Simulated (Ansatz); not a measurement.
# GaP (R-3m): the cell at rest

Task: relax GaP (R-3m) tightly.

Calculated with Ansatz 0.2.0; DFT LDA, scalar-relativistic, plane waves, PseudoDojo norm-conserving pseudopotentials.

This is a report of a sequence of runs, with most program output left out.

**1. Starting point**

The structure is trigonal, space group R-3m (No. 166). Conventional cell: a = 3.886 Å, b = 3.886 Å, c = 19.292 Å, α = 90.00°, β = 90.00°, γ = 120.00°. Nearest to Ga lie 3 P at 2.40 Å and 1 Ga at 2.49 Å. Nearest to P lie 1 P at 2.21 Å and 3 Ga at 2.40 Å. Farther neighbours are not listed.

**2. Probe on a coarse mesh**

A quick single point on a coarse mesh tells whether the cell has a gap and how far it is from rest, which sets the k mesh and smearing that follow.

Input file input.yaml:

```yaml
crystal:
  lattice:
    - [1.9430151755, 1.1218003346, 6.4308101003]
    - [-1.9430151755, 1.1218003346, 6.4308101003]
    - [0.0, -2.2436006692, 6.4308101003]
  atoms:
    - { symbol: Ga, position: [0.435372, 0.435372, 0.435372] }
    - { symbol: Ga, position: [0.564628, 0.564628, 0.564628] }
    - { symbol: P, position: [0.057389, 0.057389, 0.057389] }
    - { symbol: P, position: [0.942611, 0.942611, 0.942611] }
kpoints:
  mp_grid: { grid: [6, 6, 6] }
hamiltonian:
  xc: lda
  pseudopotentials: { kind: nc, accuracy: standard }
scf:
  occupations: { method: gaussian, width: 0.1 }
output:
  forces: true
  stress: true
  eigenvalues: true
```

Run with:

```console
$ ansatz run input.yaml --threads 4 --pin off --max-ram 7168MiB --backend cpu --events-out ev --progress --plain --runs-dir out
```

Elapsed: 6.7 s, on 4 threads of Arm Neoverse N1, shared host; peak memory 0.55 GiB; 22 s of CPU time.

This step gave:

| Property | Result |
| --- | --- |
| pressure | -4.890 GPa |
| volume per atom | 21.03 Å³ |
| gap on the k-mesh | 0.7062 eV |
| direct gap on mesh | 0.9614 eV |

The coarse mesh shows a gap of 0.71 eV and a pressure of -4.9 GPa.

**3. Relaxation**

The cell and atoms are relaxed, since residual forces and stress would shift the frequencies.

input.yaml, the sections that differ from step 2:

```yaml
kpoints:
  mp_grid: { grid: [9, 9, 9] }
scf:
  occupations: { method: gaussian, width: 0.02 }
relax:
  adjacent_minimum: "off"
  f_tol: 0.005
  max_steps: 80
  cell: { stress_tol: 0.05 }
# crystal, hamiltonian, output: as in step 2
```

Wall time 1.8 min (4 threads); peak memory 0.8 GiB; 6.9 min of CPU time.

The steps of the relaxation:

```csv
step,energy less that of the first step (eV),largest force component (eV/Å),pressure (GPa),volume (Å³)
1,0.0000,0.1130,-4.89,84.10
2,-0.0875,0.1011,-1.51,79.92
3,-0.0951,0.0285,0.24,78.23
4,-0.0954,0.0045,0.00,78.43
5*,-0.0949,0.0044,-0.02,78.43
6,-0.0949,0.0001,0.00,78.42
7*,-0.0949,0.0001,0.00,78.42
```

Relaxation steps marked * repeat the geometry before them on a plane-wave basis chosen anew for their cell, so energy and pressure can jump there.

The run keeps the 12 symmetry operations that it works with, so distortions that break them were not tested.

```csv
"conventional cell, symmetrised",before,after,change
a (Å),3.886,3.794,-2.4 %
b (Å),3.886,3.794,-2.4 %
c (Å),19.292,18.875,-2.2 %
volume (Å³/atom),21.03,19.61,-6.8 %
```

The atoms that moved most (Å, as changes of fractional coordinates times the final cell):

```csv
atom,dx,dy,dz,length
P3,0.000,0.000,0.012,0.012
P4,0.000,0.000,-0.012,0.012
Ga2,0.000,0.000,-0.010,0.010
Ga1,0.000,0.000,0.010,0.010
```

Numbers from this step:

```
pressure           : -0.002411 GPa
gap on the k-mesh  : 0.7484 eV
volume per atom    : 19.61 Å³
direct gap on mesh : 1.145 eV
```

In this step the volume went from 21.03 to 19.61 Å³/atom.

**4. Tight relaxation**

Phonons need a cell at rest on their own settings, so the relaxation is repeated with tight tolerances on forces and stress, using the mesh and the filling of the phonon run that follows.

input.yaml, the sections that differ from step 3:

```yaml
crystal:
  lattice:
    - [1.8969017321, 1.0951767256, 6.2915397606]
    - [-1.8969017321, 1.0951767256, 6.2915397606]
    - [0.0, -2.1903534513, 6.2915397606]
  atoms:
    - { symbol: Ga, position: [0.4359191569, 0.4359191569, 0.4359191569] }
    - { symbol: Ga, position: [0.5640808431, 0.5640808431, 0.5640808431] }
    - { symbol: P, position: [0.0580433647, 0.0580433647, 0.0580433647] }
    - { symbol: P, position: [0.9419566353, 0.9419566353, 0.9419566353] }
scf:
  occupations: { method: fixed }
relax:
  adjacent_minimum: "off"
  f_tol: 0.001
  max_steps: 60
  cell: { stress_tol: 0.01 }
# kpoints, hamiltonian, output: as in step 3
```

Run time: 37 s. Hardware: 4 threads; peak memory 0.75 GiB.

Little changed from the start: no atom moved by 0.005 Å and no cell edge by 0.1 %.

This step gave:

| Quantity | Value |
| --- | --- |
| pressure | -0.002412 GPa |
| gap on the k-mesh | 0.7483 eV |

The largest force component left is 0.092 meV/Å and the pressure is -0.002 GPa, within the tolerances set. The cell now holds 19.61 Å³/atom.

**5. Results**

* space group after relaxation (within 0.01 Å): R-3m
* lattice constant a: 3.794 Å
* lattice constant b: 3.794 Å
* lattice constant c: 18.875 Å
* volume per atom: 19.6 Å³
* gap on the k-mesh: 0.748 eV

In words: The largest force component left is 0.092 meV/Å and the pressure is -0.002 GPa, within the tolerances set. The cell now holds 19.61 Å³/atom. The relaxation keeps the symmetry of its start, so it says nothing on stability against lower symmetry.

[Logs are printed without paths, hosts, clocks, repeated set-up lines and the standing remarks that a program may print on its own settings, such as how far it seeks lower states.]

[Hosts, paths, dates, database ids (printed as entryN), source tags and the programs' standing remarks are cut or masked in the printed files.]
